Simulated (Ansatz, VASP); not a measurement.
# Two plane-wave programs on Sc

The input INCAR:

```
ALGO     = Fast           # electronic algorithm
DIPOL    = 0.5 0.5 0.394
EDIFF    = 1E-7           # SCF threshold, eV
ENCUT    = 520            # plane-wave cutoff, eV
GGA      = PS             # functional
IDIPOL   = 3            
ISIF     = 2              # what is computed and relaxed
ISMEAR   = 1              # smearing method
IVDW     = 13             # dispersion correction
LASPH    = T              # aspherical terms in the spheres
LCHARG   = T              # write CHGCAR
LDIPOL   = T            
LELF     = T              # ELF
LREAL    = F              # projectors in reciprocal space
LVACPOTAV= T            
LVHAR    = T            
LWAVE    = F              # write WAVECAR
NBANDS   = 30             # bands
NELM     = 100            # most SCF steps
PREC     = Accurate       # precision mode
SIGMA    = 0.1            # smearing width, eV
```

File KPOINTS:

```
k-points
0
Gamma
  18 18 1
```

POSCAR

```
Sc
1.0
    3.1251708047      0.0000000000      0.0000000000
   -1.5625854024      2.7064773081      0.0000000000
    0.0000000000      0.0000000000     27.6140224765
Sc
4
Direct
    0.6666666667      0.3333333333      0.2534943979
    0.3333333333      0.6666666667      0.3462980647
    0.6666666667      0.3333333333      0.4402750875
    0.3333333333      0.6666666667      0.5365454042
```

Input for Ansatz:

```yaml
crystal:
  lattice:
    - [3.1251708047, 0.0, 0.0]
    - [-1.5625854024, 2.7064773081, 0.0]
    - [0.0, 0.0, 27.6140224765]
  atoms:
    - { symbol: Sc, position: [0.6666666667, 0.3333333333, 0.2534943979] }
    - { symbol: Sc, position: [0.3333333333, 0.6666666667, 0.3462980647] }
    - { symbol: Sc, position: [0.6666666667, 0.3333333333, 0.4402750875] }
    - { symbol: Sc, position: [0.3333333333, 0.6666666667, 0.5365454042] }
basis:
  ecutwfc: 420
kpoints:
  mp_grid: { grid: [18, 18, 1] }
hamiltonian:
  xc: pbesol
  dispersion: d4
  pseudopotentials: { kind: paw, azcp: { folder: soft_1 } }
scf:
  occupations: { method: methfessel_paxton, width: 0.1 }
  n_extra_bands: 8
  max_iter: 160
output:
  forces: true
  eigenvalues: true
  write_density: true
  write_potential: true
  elf: true
  volumetric_format: npy
efield:
  axis: 3
  dipole_correction: true
```

Alike in both runs: task single point; functional PBEsol; dispersion D4; k mesh 18 × 18 × 1; occupations methfessel-paxton of order 1, width 0.1 eV; no spin polarisation.

|  | VASP | Ansatz |
| --- | --- | --- |
| version | VASP 6.6.1 | Ansatz 0.2.0 |
| potentials or method | VASP PAW PBE potentials, release 64 (Sc_sv) | scalar-relativistic, plane waves, PAW |
| plane-wave cutoff (eV) | 520 | 420 |
| valence electrons in the cell | 44 | 44 |

|  | VASP | Ansatz | Ansatz less VASP |
| --- | --- | --- | --- |
| gap on the k mesh at the Fermi level (eV) | none | none | - |
| rms of the force components (eV/Å) | 0.074 | 0.074 | +0.0005 |

Atom by atom the forces differ by 0.002 eV/Å (rms over components). A gap of «none» marks a metal or a gap that the smearing closes. Ansatz warned: «pseudo_functional_mismatch».

Caveats: the PAW data sets were made with another functional, which shifts forces and pressure a little (VASP).
